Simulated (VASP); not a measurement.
# ZnO (P6_3mc) in VASP: a series of runs

Runs on ZnO. Level: PBEsol. Tasks: relaxation of cell and atoms.

All numbers are computed with VASP 6.6.1; they aren't measurements. Logs are shortened: lines on timing, memory, paths and dates and some standing lists are left out, and cuts for length are marked.

## Step 1: Starting point

The structure is hexagonal, space group P6_3mc (No. 186). The conventional cell has a = 3.249 Å, b = 3.249 Å, c = 5.206 Å, α = 90.00°, β = 90.00°, γ = 120.00°. Around Zn (site symmetry 3m) lie 4 O at 1.97 to 1.98 Å. O (site symmetry 3m) has 4 Zn at 1.97 to 1.98 Å as nearest neighbours.

## Step 2: Relaxation of cell and atoms, PBEsol

INCAR reads:

```
SYSTEM = ZnO
PREC = Accurate
ENCUT = 600
EDIFF = 1E-6
ISMEAR = 0
SIGMA = 0.03
LREAL = .FALSE.
LASPH = .TRUE.
NELM = 80
ALGO = Normal
ISIF = 3
LWAVE = .FALSE.
LCHARG = .FALSE.
GGA = PS
IBRION = 2
NSW = 90
EDIFFG = -0.01
KPAR = 4
```

KPOINTS reads:

```
regular mesh
0
G
  9 9 5
  0 0 0
```

POSCAR reads:

```
ZnO
1.0
    3.2493080000      0.0000000000      0.0000000000
   -1.6246540000      2.8139832700      0.0000000000
    0.0000000000      0.0000000000      5.2057090000
Zn O
2 2
Direct
    0.3333333300      0.6666666700      0.5000000000
    0.6666666700      0.3333333300      0.0000000000
    0.6666666700      0.3333333300      0.3790100000
    0.3333333300      0.6666666700      0.8790100000
```

Potentials or basis: VASP PAW PBE potentials, release 64 (Zn, O).

Started as:

```sh
cat potpaw_PBE.64/Zn/POTCAR potpaw_PBE.64/O/POTCAR > POTCAR
mpirun -np 4 vasp_std > vasp.out
```

OUTCAR:

```text
SYSTEM = ZnO
   PREC = Accurate
   ENCUT = 600
   EDIFF = 1E-6
   ISMEAR = 0
   LREAL = .FALSE.
   LASPH = .TRUE.
   NELM = 80
   ISIF = 3
   GGA = PS
   IBRION = 2
   NSW = 90
   EDIFFG = -0.01

 ion  position               nearest neighbor table
   1  0.333  0.667  0.500-   4 1.97   3 1.98   3 1.98   3 1.98
   2  0.667  0.333  0.000-   3 1.97   4 1.98   4 1.98   4 1.98
   3  0.667  0.333  0.379-   2 1.97   1 1.98   1 1.98   1 1.98
   4  0.333  0.667  0.879-   1 1.97   2 1.98   2 1.98   2 1.98

  LATTYP: Found a hexagonal cell.
 ALAT       =     3.2493080000
 C/A-ratio  =     1.6020977390

  Lattice vectors:

 A1 = (   3.2493080000,   0.0000000000,   0.0000000000)
 A2 = (  -1.6246540000,   2.8139832700,   0.0000000000)
 A3 = (   0.0000000000,   0.0000000000,   5.2057090000)

Analysis of symmetry for initial positions (statically):
=====================================================================
 Subroutine PRICEL returns:
 Original cell was already a primitive cell.

 Routine SETGRP: Setting up the symmetry group for a
 hexagonal supercell.

 Subroutine GETGRP returns: Found 12 space group operations
 (whereof  6 operations were pure point group operations)
 out of a pool of 24 trial point group operations.

The static configuration has the point symmetry C_3v.
 The point group associated with its full space group is C_6v.

Analysis of symmetry for dynamics (positions and initial velocities):
=====================================================================
 Subroutine PRICEL returns:
 Original cell was already a primitive cell.

 Routine SETGRP: Setting up the symmetry group for a
 hexagonal supercell.

 Subroutine GETGRP returns: Found 12 space group operations
 (whereof  6 operations were pure point group operations)
 out of a pool of 24 trial point group operations.

The dynamic configuration has the point symmetry C_3v.
 The point group associated with its full space group is C_6v.

 Subroutine INISYM returns: Found 12 space group operations
 (whereof  6 operations are pure point group operations),
 and found     1 'primitive' translations

----------------------------------------------------------------------------------------

                                     Primitive cell

  volume of cell :      47.5984

  direct lattice vectors                    reciprocal lattice vectors
     3.249308000  0.000000000  0.000000000     0.307757836  0.177684070  0.000000000
    -1.624654000  2.813983270  0.000000000     0.000000000  0.355368140  0.000000000
     0.000000000  0.000000000  5.205709000     0.000000000  0.000000000  0.192096792

  length of vectors
     3.249308000  3.249307998  5.205709000     0.355368140  0.355368140  0.192096792

  position of ions in fractional coordinates (direct lattice)
     0.333333330  0.666666670  0.500000000
     0.666666670  0.333333330  0.000000000
     0.666666670  0.333333330  0.379010000
     0.333333330  0.666666670  0.879010000

  ion indices of the primitive-cell ions
   primitive index   ion index
                 1           1
                 2           2
                 3           3
                 4           4

----------------------------------------------------------------------------------------

 KPOINTS: regular mesh

Automatic generation of k-mesh.
 Grid dimensions read from file:
 generate k-points for:    9    9    5

 Generating k-lattice:

  Cartesian coordinates                     Fractional coordinates (reciprocal lattice)
     0.034195315  0.019742674  0.000000000     0.111111111  0.000000000  0.000000000
     0.000000000  0.039485349  0.000000000     0.000000000  0.111111111  0.000000000
     0.000000000  0.000000000  0.038419358     0.000000000  0.000000000  0.200000000

  Length of vectors
     0.039485349  0.039485349  0.038419358

  Shift w.r.t. Gamma in fractional coordinates (k-lattice)
     0.000000000  0.000000000  0.000000000

 Subroutine IBZKPT returns following result:
 ===========================================

 Found     36 irreducible k-points:

 Following reciprocal coordinates:
            Coordinates               Weight
  0.000000  0.000000  0.000000      1.000000
  0.111111  0.000000  0.000000      6.000000
  0.222222  0.000000  0.000000      6.000000
  0.333333  0.000000  0.000000      6.000000
  0.444444  0.000000  0.000000      6.000000
  0.111111  0.111111  0.000000      6.000000
[... 16 lines left out ...]
  0.333333  0.222222  0.200000     24.000000
  0.333333  0.333333  0.200000      4.000000
 [... further k-points ...]
   k-points           NKPTS =     36   k-points in BZ     NKDIM =     36   number of bands    NBANDS=     22
   number of dos      NEDOS =    301   number of ions     NIONS =      4
   total plane-waves  NPLWV =  32928
   dimension x,y,z NGX =    28 NGY =   28 NGZ =   42
   dimension x,y,z NGXF=    56 NGYF=   56 NGZF=   84
   ions per type =               2   2
   NGX,Y,Z   is equivalent  to a cutoff of  14.33, 14.33, 13.41 a.u.
   NGXF,Y,Z  is equivalent  to a cutoff of  28.65, 28.65, 26.83 a.u.
 SYSTEM =  ZnO
   PREC   = accura    normal or accurate (medium, high low for compatibility)
   ISTART =      0    job   : 0-new  1-cont  2-samecut
   ICHARG =      2    charge: 1-file 2-atom 10-const
   ISPIN  =      1    spin polarized calculation?
   LNONCOLLINEAR =      F non collinear calculations
   LSORBIT =      F    spin-orbit coupling
   LASPH  =      T    aspherical Exc in radial PAW
   ENCUT  =  600.0 eV  44.10 Ry    6.64 a.u.   6.49  6.49 10.40*2*pi/ulx,y,z
   NELM   =     80;   NELMIN=  2; NELMDL= -5     # of ELM steps
   EDIFF  = 0.1E-05   stopping-criterion for ELM
   LREAL  =      F    real-space projection
   EDIFFG = -.1E-01   stopping-criterion for IOM
   NSW    =     90    number of steps for IOM
   IBRION =      2    ionic relax: 0-MD 1-quasi-New 2-CG
   NFREE  =      1    steps in history (QN), initial steepest desc. (CG)
   ISIF   =      3    stress and relaxation
   ISYM   =      2    0-nonsym 1-usesym 2-fastsym
   POTIM  = 0.5000    time-step for ionic-motion
   TEBEG  =    0.0;   TEEND  =   0.0 temperature during run
   PSTRESS=    0.0 pullay stress
   NELECT =      36.0000    total number of electrons
   NUPDOWN=      -1.0000    fix difference up-down
   EMIN   =  10.00;   EMAX   =-10.00  energy-range for DOS
   EFERMI =   0.00;   METHOD = LEGACY
   ISMEAR =     0;   SIGMA  =   0.03  broadening in eV -4-tet -1-fermi 0-gaus
   EFERMI_NEDOS =   21; number of points for ismear=-14 and -15
   IALGO  =     38    algorithm
   IMIX   =      4    mixing-type and parameters
     AMIX     =   0.40;   BMIX     =  1.00
     AMIX_MAG =   1.60;   BMIX_MAG =  1.00
  volume/ion in A,a.u.               =      11.90        80.30
  Fermi-wavevector in a.u.,A,eV,Ry     =   1.491574  2.818667 30.270160  2.224794
  Thomas-Fermi vector in A             =   2.604212
   LORBIT       =      0    0 simple, 1 ext, 2 COOP (PROOUT), +10 PAW based schemes
   GGA     = PS    functional components
   LHFCALC =     F    Hartree Fock is set to
   AEXX    =    0.0000 exact exchange contribution
   IVDW    =     0    specifies the selected vdW correction
   LEPSILON=     F    determine dielectric tensor
   LRPA    =     F    only Hartree local field effects (RPA)
 conjugate gradient relaxation of ions
 non-spin polarized calculation
 Gauss-broadening in eV      SIGMA  =   0.03
  energy-cutoff  :      600.00
  volume of cell :       47.60
 maximum number of plane-waves:      1605
 NGX is ok and might be reduce to    28
   NGX = 13   NGY = 13   NGZ = 21

--------------------------------------- Ionic step        1  -------------------------------------------

 number of electron      36.0000008 magnetization

 Free energy of the ion-electron system (eV)
  ---------------------------------------------------
  ext. energy  EPLUGINS =         0.00000000
  ---------------------------------------------------
  free energy    TOTEN  =       -19.41388202 eV

  energy without entropy =      -19.41388202  energy(sigma->0) =      -19.41388202

------------------------ aborting loop because EDIFF is reached ----------------------------------------

  FORCE on cell =-STRESS in cart. coord.  units (eV):
  Direction    XX          YY          ZZ          XY          YZ          ZX
  --------------------------------------------------------------------------------------
  -------------------------------------------------------------------------------------
  Total       -0.3667842     -0.3667842      0.1427934      0.0000000      0.0000000      0.0000000
  in kB      -12.3460770    -12.3460770      4.8064714      0.0000000      0.0000000      0.0000000
  external PRESSURE =      -6.6285609 kB  Pullay stress =       0.0000000 kB

 VOLUME and BASIS-vectors are now :
 -----------------------------------------------------------------------------
  energy-cutoff  :      600.00
  volume of cell :       47.60
      direct lattice vectors                 reciprocal lattice vectors
     3.249308000  0.000000000  0.000000000     0.307757836  0.177684070  0.000000000
    -1.624654000  2.813983270  0.000000000     0.000000000  0.355368140  0.000000000
     0.000000000  0.000000000  5.205709000     0.000000000  0.000000000  0.192096792
[... 229 lines left out ...]
 POSITION                                       TOTAL-FORCE (eV/Angst)
 -----------------------------------------------------------------------------------
     -0.00000      1.86929      2.60753         0.000000     -0.000000      0.010395
      1.61885      0.93465      5.21670         0.000000     -0.000000      0.010395
      1.61885      0.93465      1.97944        -0.000000      0.000000     -0.010395
     -0.00000      1.86929      4.58861        -0.000000      0.000000     -0.010395
 -----------------------------------------------------------------------------------
    total drift:                                0.000004     -0.000002     -0.000329

  FREE ENERGIE OF THE ION-ELECTRON SYSTEM (eV)
  ---------------------------------------------------
  free  energy   TOTEN  =       -19.4155755425 eV

  energy  without entropy=      -19.4155755425  energy(sigma->0) =      -19.41557554

--------------------------------------- Ionic step        8  -------------------------------------------

 number of electron      36.0000009 magnetization

 Free energy of the ion-electron system (eV)
  ---------------------------------------------------
  ext. energy  EPLUGINS =         0.00000000
  ---------------------------------------------------
  free energy    TOTEN  =       -19.41561881 eV

  energy without entropy =      -19.41561881  energy(sigma->0) =      -19.41561881

 E-fermi :   1.3023     XC(G=0): -11.2129

 val. band max:        1.0976258854   @ k =   0.0000   0.0000   0.0000
 cond. band min:       1.7816065776   @ k =   0.0000   0.0000   0.0000
 fundamental gap:      0.6839806922
 Fermi energy:         1.3023091641

 k-point     1 :       0.0000    0.0000    0.0000
  band No.  band energies     occupation
      1     -16.9893      2.00000
      2     -16.2414      2.00000
      3      -4.6687      2.00000
      4      -4.6444      2.00000
      5      -4.6444      2.00000
      6      -4.6002      2.00000
[... 14 lines left out ...]
     21       9.1849      0.00000
     22      13.9021      0.00000
[... 552 lines left out ...]
  band No.  band energies     occupation
      1     -16.1028      2.00000
      2     -16.1028      2.00000
      3      -4.6639      2.00000
      4      -4.4480      2.00000
      5      -4.4480      2.00000
      6      -4.1137      2.00000
[... 14 lines left out ...]
     21       8.7970      0.00000
     22       9.0948      0.00000

 [... further k-points ...]

------------------------ aborting loop because EDIFF is reached ----------------------------------------

  FORCE on cell =-STRESS in cart. coord.  units (eV):
  Direction    XX          YY          ZZ          XY          YZ          ZX
  --------------------------------------------------------------------------------------
  -------------------------------------------------------------------------------------
  Total        0.0071288      0.0071288      0.0225790      0.0000000     -0.0000000      0.0000000
  in kB        0.2411735      0.2411735      0.7638670      0.0000000     -0.0000000      0.0000000
  external PRESSURE =       0.4154047 kB  Pullay stress =       0.0000000 kB

 VOLUME and BASIS-vectors are now :
 -----------------------------------------------------------------------------
  energy-cutoff  :      600.00
  volume of cell :       47.36
      direct lattice vectors                 reciprocal lattice vectors
     3.236138053 -0.000000000  0.000000000     0.309010303  0.178407182  0.000000000
    -1.618069026  2.802577761 -0.000000000    -0.000000000  0.356814363  0.000000000
     0.000000000 -0.000000000  5.221717335    -0.000000000 -0.000000000  0.191507877

 POSITION                                       TOTAL-FORCE (eV/Angst)
 -----------------------------------------------------------------------------------
     -0.00000      1.86839      2.61075         0.000000     -0.000000      0.000406
      1.61807      0.93419      5.22161         0.000000      0.000000      0.000406
      1.61807      0.93419      1.97919         0.000000     -0.000000     -0.000406
     -0.00000      1.86839      4.59005        -0.000000      0.000000     -0.000406
 -----------------------------------------------------------------------------------
    total drift:                                0.000004     -0.000002     -0.000467

  FREE ENERGIE OF THE ION-ELECTRON SYSTEM (eV)
  ---------------------------------------------------
  free  energy   TOTEN  =       -19.4156188097 eV

  energy  without entropy=      -19.4156188097  energy(sigma->0) =      -19.41561881

 reached required accuracy - stopping structural energy minimisation
```

Wall time 61 s (4 MPI ranks of Intel Xeon Platinum 8488C (Sapphire Rapids), shared host); peak memory 0.21 GiB.

What came out:

| Item | Value |
| --- | --- |
| Free energy | -19.4156 eV |
| Relaxed volume | 11.84 Å³/atom |
| Relaxed cell | a = 3.236 Å, b = 3.236 Å, c = 5.222 Å, α = 90.00°, β = 90.00°, γ = 120.00° |
| Space group after relaxing (to 0.05 Å) | P6_3mc (No. 186) |
| Energy gained by relaxing | 0.4 meV/atom |
| Ionic steps | 8 |
| Pressure after relaxing | 0.0 GPa |
| Band gap on the k mesh | 0.68 eV, direct |

The path:
```csv
step,energy change (eV),largest force (eV/Å),pressure (GPa),volume (Å³)
1,0.0000,0.0651,-0.66,47.60
2,-0.0014,0.0326,0.43,47.26
3,-0.0016,0.0060,0.06,47.35
4,-0.0016,0.0081,0.18,47.34
5,-0.0017,0.0182,-0.09,47.40
6,-0.0017,0.0143,-0.05,47.38
7,-0.0017,0.0104,0.00,47.37
8,-0.0017,0.0004,0.04,47.36
```

Final structure:
```cif
data_structure
_symmetry_space_group_name_H-M 'P 1'
_symmetry_Int_Tables_number 1
_cell_length_a 3.2361
_cell_length_b 3.2361
_cell_length_c 5.2217
_cell_angle_alpha 90.000
_cell_angle_beta 90.000
_cell_angle_gamma 120.000
_cell_volume 47.36
loop_
_atom_site_label
_atom_site_type_symbol
_atom_site_fract_x
_atom_site_fract_y
_atom_site_fract_z
_atom_site_occupancy
Zn1 Zn 0.33333 0.66667 0.49998 1
Zn2 Zn 0.66667 0.33333 0.99998 1
O1 O 0.66667 0.33333 0.37903 1
O2 O 0.33333 0.66667 0.87903 1
```

Levels at points of the mesh, in eV from the valence-band top:
| k point | band 16 | band 17 | band 18 | band 19 | band 20 | band 21 |
| --- | --- | --- | --- | --- | --- | --- |
| (0.00, 0.00, 0.00) | -0.09 | 0.00 | 0.00 | 0.68 | 5.14 | 8.09 |

Caveat: the PAW data sets were made with another functional, which shifts forces and pressure a little.

## Step 3: Relaxation of cell and atoms, PBEsol

This run uses another cell than the first one, of 11.84 Å³/atom, 0.995 times its volume.

INCAR: that of step 2 with these lines changed.

```diff
@@ -3,3 +3,3 @@
 ENCUT = 600
-EDIFF = 1E-6
+EDIFF = 1E-7
 ISMEAR = 0
@@ -16,3 +16,3 @@
 NSW = 90
-EDIFFG = -0.01
+EDIFFG = -0.005
 KPAR = 4
```

KPOINTS is that of step 2.

POSCAR reads:

```
ZnO                                     
1.0
    3.2361380530     -0.0000000000      0.0000000000
   -1.6180690265      2.8025777614     -0.0000000000
    0.0000000000     -0.0000000000      5.2217173350
  Zn              O             
     2     2
Direct
     0.3333333300000021    0.6666666699999979    0.4999792739799078
     0.6666666699999979    0.3333333300000021    0.9999792739799078
     0.6666666699999979    0.3333333300000021    0.3790307260200931
     0.3333333300000021    0.6666666699999979    0.8790307260200931
```

Potentials or basis: VASP PAW PBE potentials, release 64 (Zn, O).

Started as:

```sh
cat potpaw_PBE.64/Zn/POTCAR potpaw_PBE.64/O/POTCAR > POTCAR
mpirun -np 4 vasp_std > vasp.out
```

It took 31 s on 4 MPI ranks of Intel Xeon Platinum 8488C (Sapphire Rapids), shared host; peak memory 0.19 GiB.

It converged, with:

```
Free energy                            : -19.4152 eV
Relaxed volume                         : 11.85 Å³/atom
Relaxed cell                           : a = 3.237 Å, b = 3.237 Å, c = 5.224 Å, α = 90.00°, β = 90.00°, γ = 120.00°
Space group after relaxing (to 0.05 Å) : P6_3mc (No. 186)
Energy gained by relaxing              : 0.0 meV/atom
Ionic steps                            : 2
Pressure after relaxing                : -0.1 GPa
Band gap on the k mesh                 : 0.68 eV, direct
```

Forces on the atoms (eV/Å):
```
Zn   0.000  0.000  0.002
Zn   0.000  0.000  0.002
O    0.000  0.000 -0.002
O    0.000  0.000 -0.002
```

Final structure:
```
Zn O
1.0
     3.23676    0.00000    0.00000
    -1.61838    2.80312    0.00000
     0.00000    0.00000    5.22386
Zn O
2 2
Direct
  0.33333 0.66667 0.49998
  0.66667 0.33333 0.99998
  0.66667 0.33333 0.37903
  0.33333 0.66667 0.87903
```

Levels at points of the mesh, in eV from the valence-band top:
```csv
k point,band 14,band 15,band 16,band 17,band 18,band 19,band 20,band 21,band 22
"(0.00, 0.00, 0.00)",-0.81,-0.81,-0.09,0.00,0.00,0.68,5.13,8.08,12.80
```

Caveat: the PAW data sets were made with another functional, which shifts forces and pressure a little.

[end of part 1 of 2]
